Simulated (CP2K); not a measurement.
**Ag under changes of volume**

One of the cells (17.048 Å³/atom); the others are scaled copies at fixed shape and fractional positions:

```
Ag
1.0
     2.88888    0.00000    0.00000
     1.44444    2.50185    0.00000
     1.44444    0.83395    2.35876
Ag
1
Direct
  0.00000 0.00000 0.00000
```

| Quantity | Value |
| --- | --- |
| Program | CP2K 2026.2 |
| Functional | LDA |
| Potentials or basis | GTH_POTENTIALS Ag GTH-PADE-q11; TZVP-MOLOPT-PBE-GTH basis |
| Density cutoff | 6123 eV |
| k mesh | 11 × 11 × 11 |
| Occupations | fermi-dirac, width 0.05 eV |
| Spin | no spin polarisation |

```tsv
volume (Å³/atom)	energy over the lowest point (meV/atom)	pressure (GPa)
16.025	0.00	-0.1
16.366	?	?
16.707	12.53	-5.5
17.048	26.64	-7.6
17.389	45.03	-9.5
17.730	67.03	-11.0
18.071	92.09	-12.4
```

Task: What does the run at 16.366 Å³/atom give?

Result: Energy over the lowest point 3.39 meV/atom; pressure -3.0 GPa.

Worked out: A Birch-Murnaghan fit of order 3 (a polynomial in V^(-2/3)) to the other rows has its minimum at 16.02 Å³/atom, just outside them, with B0 = V·E''(V) = 149 GPa and B' = 6.1. It gives 3.36 meV/atom at 16.366 Å³/atom, against the run's 3.39, and -dE/dV = -3.0 GPa, against -3.0.

Energies are extrapolated to zero smearing.

Caveats: the basis of atomic orbitals isn't converged, which shifts pressures, moduli and gaps.
